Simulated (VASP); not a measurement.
# GaSe (P6_3/mmc) in VASP: a series of runs, part 2 of 3

VASP 6.6.1. The steps go on from the part before.

**4. G0W0 quasiparticle levels, PBE**

File POSCAR:

```
GaSe                                    
1.0
    3.7709714895     -0.0000000000      0.0000000000
   -1.8854857447      3.2657571068     -0.0000000000
    0.0000000000      0.0000000000     15.9666906441
  Ga              Se            
     4     4
Direct
     0.3333333332999970    0.6666666667000030    0.1734622962948735
     0.6666666667000030    0.3333333332999970    0.6734622962948734
     0.3333333332999970    0.6666666667000030    0.3265377037051265
     0.6666666667000030    0.3333333332999970    0.8265377037051266
     0.3333333332999970    0.6666666667000030    0.5995067271578944
     0.6666666667000030    0.3333333332999970    0.0995067271578945
     0.3333333332999970    0.6666666667000030    0.9004932728421056
     0.6666666667000030    0.3333333332999970    0.4004932728421055
```

File INCAR.step1:

```
SYSTEM = GaSe
PREC = Accurate ; ENCUT = 500
EDIFF = 1E-8 ; ISMEAR = 0
SIGMA = 0.01 ; LREAL = .False.
LASPH = .True. ; NELM = 80
ALGO = Normal ; LWAVE = .True.
LCHARG = .False. ; GGA = PE
```

File INCAR.step2:

```
SYSTEM = GaSe
PREC = Accurate ; ENCUT = 500
EDIFF = 1E-8 ; ISMEAR = 0
SIGMA = 0.01 ; LREAL = .False.
LASPH = .True. ; NELM = 1
ALGO = Exact ; LWAVE = .True.
LCHARG = .False. ; GGA = PE
NBANDS = 762 ; LOPTICS = .True.
ISTART = 1
```

File INCAR.step3:

```
SYSTEM = GaSe
PREC = Accurate ; ENCUT = 500
EDIFF = 1E-8 ; ISMEAR = 0
SIGMA = 0.01 ; LREAL = .False.
LASPH = .True. ; ALGO = EVGW0
LWAVE = .False. ; LCHARG = .False.
GGA = PE ; NELMGW = 1
NBANDS = 764 ; ENCUTGW = 150
NOMEGA = 48 ; PRECFOCK = Fast
ISTART = 1 ; NBANDSGW = 46
```

File KPOINTS:

```
regular mesh
0
Gamma
  3 3 1
  0 0 0
```

Potentials or basis: VASP PAW PBE potentials, release 64 (Ga_d_GW, Se_GW).

Launch:

```bash
cat potpaw_PBE.64/Ga_d_GW/POTCAR potpaw_PBE.64/Se_GW/POTCAR > POTCAR
cp INCAR.step1 INCAR
mpirun -np 4 vasp_std > vasp.out
cp INCAR.step2 INCAR
mpirun -np 4 vasp_std > vasp.out
cp INCAR.step3 INCAR
mpirun -np 4 vasp_std > vasp.out
```

OUTCAR:

```text
SYSTEM = GaSe
   PREC = Accurate
   ENCUT = 500
   EDIFF = 1E-8
   ISMEAR = 0
   LREAL = .False.
   LASPH = .True.
   GGA = PE
   NELMGW = 1
   ENCUTGW = 150
   PRECFOCK = Fast
   ISTART = 1

 ion  position               nearest neighbor table
   1  0.333  0.667  0.173-   3 2.44   6 2.48   6 2.48   6 2.48
   2  0.667  0.333  0.673-   4 2.44   5 2.48   5 2.48   5 2.48
   3  0.333  0.667  0.327-   1 2.44   8 2.48   8 2.48   8 2.48
   4  0.667  0.333  0.827-   2 2.44   7 2.48   7 2.48   7 2.48
   5  0.333  0.667  0.600-   2 2.48   2 2.48   2 2.48
   6  0.667  0.333  0.100-   1 2.48   1 2.48   1 2.48
   7  0.333  0.667  0.900-   4 2.48   4 2.48   4 2.48
   8  0.667  0.333  0.400-   3 2.48   3 2.48   3 2.48

  LATTYP: Found a hexagonal cell.
 ALAT       =     3.7709714895
 C/A-ratio  =     4.2341053727

  Lattice vectors:

 A1 = (   3.7709714895,   0.0000000000,   0.0000000000)
 A2 = (  -1.8854857447,   3.2657571068,   0.0000000000)
 A3 = (   0.0000000000,   0.0000000000,  15.9666906441)

Analysis of symmetry for initial positions (statically):
=====================================================================
 Subroutine PRICEL returns:
 Original cell was already a primitive cell.

 Routine SETGRP: Setting up the symmetry group for a
 hexagonal supercell.

 Subroutine GETGRP returns: Found 24 space group operations
 (whereof 12 operations were pure point group operations)
 out of a pool of 24 trial point group operations.

The static configuration has the point symmetry D_3d.
 The point group associated with its full space group is D_6h.

Analysis of symmetry for dynamics (positions and initial velocities):
=====================================================================
 Subroutine PRICEL returns:
 Original cell was already a primitive cell.

 Routine SETGRP: Setting up the symmetry group for a
 hexagonal supercell.

 Subroutine GETGRP returns: Found 24 space group operations
 (whereof 12 operations were pure point group operations)
 out of a pool of 24 trial point group operations.

The dynamic configuration has the point symmetry D_3d.
 The point group associated with its full space group is D_6h.

 Subroutine INISYM returns: Found 24 space group operations
 (whereof 12 operations are pure point group operations),
 and found     1 'primitive' translations

----------------------------------------------------------------------------------------

                                     Primitive cell

  volume of cell :     196.6310

  direct lattice vectors                    reciprocal lattice vectors
     3.770971489  0.000000000  0.000000000     0.265183654  0.153103854  0.000000000
    -1.885485745  3.265757107  0.000000000     0.000000000  0.306207708  0.000000000
     0.000000000  0.000000000 15.966690644     0.000000000  0.000000000  0.062630386

  length of vectors
     3.770971489  3.770971489 15.966690644     0.306207708  0.306207708  0.062630386

  position of ions in fractional coordinates (direct lattice)
     0.333333333  0.666666667  0.173462296
     0.666666667  0.333333333  0.673462296
     0.333333333  0.666666667  0.326537704
     0.666666667  0.333333333  0.826537704
     0.333333333  0.666666667  0.599506727
     0.666666667  0.333333333  0.099506727
     0.333333333  0.666666667  0.900493273
     0.666666667  0.333333333  0.400493273

  ion indices of the primitive-cell ions
   primitive index   ion index
                 1           1
                 2           2
                 3           3
                 4           4
                 5           5
                 6           6
                 7           7
                 8           8

----------------------------------------------------------------------------------------

 KPOINTS: regular mesh

Automatic generation of k-mesh.
 Grid dimensions read from file:
 generate k-points for:    3    3    1

 Generating k-lattice:

  Cartesian coordinates                     Fractional coordinates (reciprocal lattice)
     0.088394551  0.051034618  0.000000000     0.333333333  0.000000000  0.000000000
     0.000000000  0.102069236  0.000000000     0.000000000  0.333333333  0.000000000
     0.000000000  0.000000000  0.062630386     0.000000000  0.000000000  1.000000000

  Length of vectors
     0.102069236  0.102069236  0.062630386

  Shift w.r.t. Gamma in fractional coordinates (k-lattice)
     0.000000000  0.000000000  0.000000000

 Subroutine IBZKPT returns following result:
 ===========================================

 Found      3 irreducible k-points:

 Following reciprocal coordinates:
            Coordinates               Weight
  0.000000  0.000000  0.000000      1.000000
  0.333333 -0.000000  0.000000      6.000000
  0.333333  0.333333  0.000000      2.000000
   k-points           NKPTS =      3   k-points in BZ     NKDIM =      9   number of bands    NBANDS=    764
   number of dos      NEDOS =    301   number of ions     NIONS =      8
   total plane-waves  NPLWV =  94080
   dimension x,y,z NGX =    28 NGY =   28 NGZ =  120
   dimension x,y,z NGXF=    56 NGYF=   56 NGZF=  240
   ions per type =               4   4
   NGX,Y,Z   is equivalent  to a cutoff of  12.34, 12.34, 12.49 a.u.
   NGXF,Y,Z  is equivalent  to a cutoff of  24.69, 24.69, 24.99 a.u.
 SYSTEM =  GaSe
   PREC   = accura    normal or accurate (medium, high low for compatibility)
   ISTART =      1    job   : 0-new  1-cont  2-samecut
   ICHARG =      0    charge: 1-file 2-atom 10-const
   ISPIN  =      1    spin polarized calculation?
   LNONCOLLINEAR =      F non collinear calculations
   LSORBIT =      F    spin-orbit coupling
   LASPH  =      T    aspherical Exc in radial PAW
   ENCUT  =  500.0 eV  36.75 Ry    6.06 a.u.   6.88  6.88 29.11*2*pi/ulx,y,z
   NELM   =     60;   NELMIN=  2; NELMDL=  0     # of ELM steps
   EDIFF  = 0.1E-07   stopping-criterion for ELM
   LREAL  =      F    real-space projection
   EDIFFG = 0.1E-06   stopping-criterion for IOM
   NSW    =      0    number of steps for IOM
   IBRION =     -1    ionic relax: 0-MD 1-quasi-New 2-CG
   NFREE  =      0    steps in history (QN), initial steepest desc. (CG)
   ISIF   =      0    stress and relaxation
   ISYM   =      3    0-nonsym 1-usesym 2-fastsym
   POTIM  = 0.5000    time-step for ionic-motion
   TEBEG  =    0.0;   TEEND  =   0.0 temperature during run
   PSTRESS=    0.0 pullay stress
   NELECT =      76.0000    total number of electrons
   NUPDOWN=      -1.0000    fix difference up-down
   EMIN   =  10.00;   EMAX   =-10.00  energy-range for DOS
   EFERMI =   0.00;   METHOD = LEGACY
   ISMEAR =     0;   SIGMA  =   0.01  broadening in eV -4-tet -1-fermi 0-gaus
   EFERMI_NEDOS =   21; number of points for ismear=-14 and -15
   IALGO  =     38    algorithm
   IMIX   =      4    mixing-type and parameters
     AMIX     =   0.40;   BMIX     =  1.00
     AMIX_MAG =   1.60;   BMIX_MAG =  1.00
  volume/ion in A,a.u.               =      24.58       165.87
  Fermi-wavevector in a.u.,A,eV,Ry     =   1.192510  2.253517 19.348573  1.422080
  Thomas-Fermi vector in A             =   2.328546
   LORBIT       =      0    0 simple, 1 ext, 2 COOP (PROOUT), +10 PAW based schemes
   GGA     = PE    functional components
   LHFCALC =     T    Hartree Fock is set to
   PRECFOCK=fast      Normal, Fast or Accurate (Low or Medium for compatibility)
   ENCUT4O =  -1.0   cutoff for four orbital integrals eV
   NKREDX  =     1    reduce k-point grid by
   NKREDY  =     1    reduce k-point grid by
   NKREDZ  =     1    reduce k-point grid by
   AEXX    =    1.0000 exact exchange contribution
   HFSCREEN=    0.0000 screening length (either q_TF or 0.3 A-1)
   HFSCREENC=   0.0000 screening length for correlation (either q_TF or 0.3 A-1)
   ENCUTFOCK=  -1.0 apply spherical cutoff to Coloumb kernel
   IVDW    =     0    specifies the selected vdW correction
   LEPSILON=     F    determine dielectric tensor
   LRPA    =     F    only Hartree local field effects (RPA)
   LRPAFORCE           =     F    calculate RPA forces
   ENCUTGW             = 150.0    cutoff for response function in eV
   ENCUTGWSOFT         = 120.0    soft cutoff for Coulomb kernel in GW response function in eV
   ENCUTLF             =  -1.0    cutoff for local field effects
   NELMGW              =     1    number of iterations in solving QP/BSE equation
   NELMHF              =     1    number of iterations in the inner HF iteration
   NKREDLFX            =     1    NKREDLFY  =   1   NKREDLFZ  =   1
 non-spin polarized calculation
 Gauss-broadening in eV      SIGMA  =   0.01
  energy-cutoff  :      500.00
  volume of cell :      196.63
 maximum number of plane-waves:      5019
 NGX is ok and might be reduce to    28
  NGX = 16; NGY = 16; NGZ = 70
   NGX = 13   NGY = 13   NGZ = 59
 maximum number of plane-waves:       840

 QP shifts <psi_nk| G(iteration)W_0 |psi_nk>: iteration 1
 for sc-GW calculations column KS-energies equals QP-energies in previous step
 and V_xc(KS)=  KS-energies - (<T + V_ion + V_H > + <T+V_H+V_ion>^1  + <V_x>^1)

 k-point   1 :       0.0000    0.0000    0.0000
  band No.  KS-energies  QP-energies   sigma(KS)   V_xc(KS)     V^pw_x(r,r')   Z            occupation Imag(sigma)

      1     -11.8642     -14.2139     -24.9747     -21.4764     -34.7537       0.6717       2.0000       0.2192
      2     -11.8642     -14.2139     -24.9747     -21.4764     -34.7537       0.6717       2.0000       0.2192
      3     -11.7379     -14.1406     -25.2524     -21.6919     -35.0635       0.6748       2.0000       0.2197
      4     -11.7379     -14.1406     -25.2524     -21.6919     -35.0635       0.6748       2.0000       0.2197
      5     -11.7379     -14.1406     -25.2524     -21.6919     -35.0635       0.6748       2.0000       0.2197
      6     -11.7379     -14.1406     -25.2524     -21.6919     -35.0635       0.6748       2.0000       0.2197
[... 40 lines left out ...]
     47       8.6152       8.7883     -10.0883     -10.3176      -5.2508       0.7548       0.0000      -0.1879
     48       8.6152       8.7883     -10.0883     -10.3176      -5.2508       0.7548       0.0000      -0.1879
[... 102 lines left out ...]
     47       9.4081       9.7609     -11.1301     -11.6022      -5.9750       0.7474       0.0000      -0.2435
     48       9.4081       9.7609     -11.1301     -11.6022      -5.9750       0.7474       0.0000      -0.2435
```

Wall time 9.3 min (4 MPI ranks of Intel Xeon Platinum 8259CL at 2.50GHz (Skylake/Cascade Lake), shared host); peak memory 0.99 GiB.

Results:

```
Band gap on the k mesh, mean-field level : 0.83 eV, direct
Quasiparticle gap                        : 1.77 eV
Least direct quasiparticle gap           : 1.77 eV
```

Levels at points of the mesh, in eV from the valence-band top:
| k point | band 34 | band 35 | band 36 | band 37 | band 38 | band 39 | band 40 | band 41 | band 42 | band 43 |
| --- | --- | --- | --- | --- | --- | --- | --- | --- | --- | --- |
| (0.00, 0.00, 0.00) | -1.31 | -1.31 | -1.17 | -1.17 | 0.00 | 0.83 | 1.84 | 2.09 | 2.21 | 3.87 |

Caveat: the k mesh is coarse (spacing up to 0.64 Å⁻¹), so the values aren't converged; the cutoff is under 1.25 times the usual one of these potentials, so pressure, stress and relaxed cells hold a basis-set (Pulay) error; bands, screening cutoff and mesh are small and nothing is extrapolated, so the quasiparticle values aren't converged; this functional lacks dispersion, which binds the layers, so the pressure and a relaxed spacing across them are unreliable.

**5. Band structure, PBE**

File INCAR:

```
SYSTEM = GaSe
PREC     = Accurate       ! precision mode
ENCUT    = 520            ! plane-wave cutoff, eV
EDIFF    = 1E-6           ! SCF threshold, eV
ISMEAR   = 0              ! smearing method
SIGMA    = 0.03           ! smearing width, eV
LREAL    = .False.        ! projectors in reciprocal space
LASPH    = .True.         ! aspherical terms in the spheres
NELM     = 80             ! most SCF steps
ALGO     = Normal         ! electronic algorithm
ISIF     = 2              ! what is computed and relaxed
LWAVE    = .False.        ! write WAVECAR
LCHARG   = .False.        ! write CHGCAR
GGA      = PE             ! functional
NBANDS   = 48             ! bands
KPAR     = 4
```

File KPOINTS:

```
Automatic mesh
0
Gamma
  6 6 1
  0 0 0
```

POSCAR is that of step 4.

File KPOINTS_OPT:

```
explicit points
6
Reciprocal
 0.0000000000  0.0000000000  0.0000000000 1
 0.0000000000  0.0000000000  0.5000000000 1
 0.3333333333  0.3333333333  0.5000000000 1
 0.3333333333  0.3333333333  0.0000000000 1
 0.5000000000  0.0000000000  0.5000000000 1
 0.5000000000  0.0000000000  0.0000000000 1
```

Potentials or basis: VASP PAW PBE potentials, release 64 (Ga_d, Se).

Launch:

```bash
cat potpaw_PBE.64/Ga_d/POTCAR potpaw_PBE.64/Se/POTCAR > POTCAR
mpirun -np 4 vasp_std > vasp.out
```

Run time: 50 s. Hardware: 4 MPI ranks of Intel Xeon Platinum 8488C (Sapphire Rapids), shared host; peak memory 0.35 GiB.

Results (log left out):

* Free energy: -30.1895 eV
* Pressure: 2.1 GPa
* Largest force: 0.027 eV/Å
* Band gap on the k mesh: 0.85 eV, direct
* Band gap along the path: 0.85 eV, direct

Forces in eV/Å, atoms in the order of the input:
```
Ga   0.000  0.000 -0.006
Ga   0.000  0.000 -0.006
Ga   0.000  0.000  0.006
Ga   0.000  0.000  0.006
Se   0.000  0.000  0.027
Se   0.000  0.000  0.027
Se   0.000  0.000 -0.027
Se   0.000  0.000 -0.027
```

Stress tensor (GPa, compression positive):
```
2.04 0.00 0.00
0.00 2.04 0.00
0.00 0.00 2.19
```

Levels at points of the mesh, in eV from the valence-band top:
```
           k point  band 35  band 36  band 37  band 38  band 39  band 40  band 41  band 42
(0.00, 0.00, 0.00)    -1.32    -1.20    -1.20     0.00     0.85     1.86     2.12     2.24
(0.50, 0.00, 0.00)    -2.46    -2.36    -2.28    -1.85     1.00     1.25     1.79     1.82
```

Caveat: this functional lacks dispersion, which binds the layers, so the pressure and a relaxed spacing across them are unreliable. Expect the measured gap to be larger: semilocal functionals such as PBE lack the derivative discontinuity.

[end of part 2 of 3]
